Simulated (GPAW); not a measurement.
Ti2C and the effect of the functional

Symmetry: R-3m, No. 166, trigonal system. The conventional cell has a = 3.081 Å, b = 3.081 Å, c = 14.441 Å, α = 90.00°, β = 90.00°, γ = 120.00°. Around Ti (site symmetry 3m) lie 3 C at 2.11 Å. C (site symmetry -3m) is surrounded by 6 Ti at 2.11 Å.

The cell comes from a database or a generator and needn't be the stable form of this composition.

Kept alike: task band structure; k mesh 7 × 7 × 7; occupations fermi-dirac, width 0.05 eV; no spin polarisation. Program: GPAW, potentials by row: the program's PAW data sets (release 1.2.1) made for this functional (LDA); PAW data sets generated for this functional (PBEsol); GPAW PAW data sets (gpaw-data 1.2.1) (r2SCAN on files made for PBE), cutoff 800 eV. The mesh is that of the run's cell of 3 atoms. No spin-orbit coupling.

| run | pressure (GPa) |
| --- | --- |
| A | 0.06 |
| B | -8.91 |
| C | -4.18 |

Pressure is positive in compression; the values hold the error of the finite cutoff, so their zero can differ a little from the energy's minimum. For a metal such a mesh leaves the last digits unconverged.

**Question.** The runs differ in the functional (and the potentials named above) alone: LDA; PBEsol; r2SCAN. Which run is which?

**Answer.** Run A is r2SCAN; run B is LDA; run C is PBEsol. The pressure runs from -8.91 (LDA) to 0.06 GPa (r2SCAN).

At this fixed geometry LDA and PBEsol both place the crystal under tension and would contract it, LDA more strongly, while r2SCAN finds it almost stress-free. The equilibrium volumes should therefore increase from LDA through PBEsol to r2SCAN. This is the familiar overbinding of LDA, which favours the more uniform densities of compressed solids and so makes bonds too short. Gradient corrections favour the more inhomogeneous density of a slightly expanded lattice. PBEsol, with its weaker gradient enhancement of exchange designed for solids, removes only part of the LDA contraction. In Ti2C the effect acts on both the Ti 3d–C 2p covalent bonds and the metallic Ti–Ti bonding, and a single pressure can't separate the two contributions. The near-zero r2SCAN value suggests that the supplied cell lies close to that functional's own minimum, perhaps because it was relaxed with a functional giving a similar volume. Without a measured lattice constant for this phase, it doesn't show that r2SCAN is the most accurate of the three.
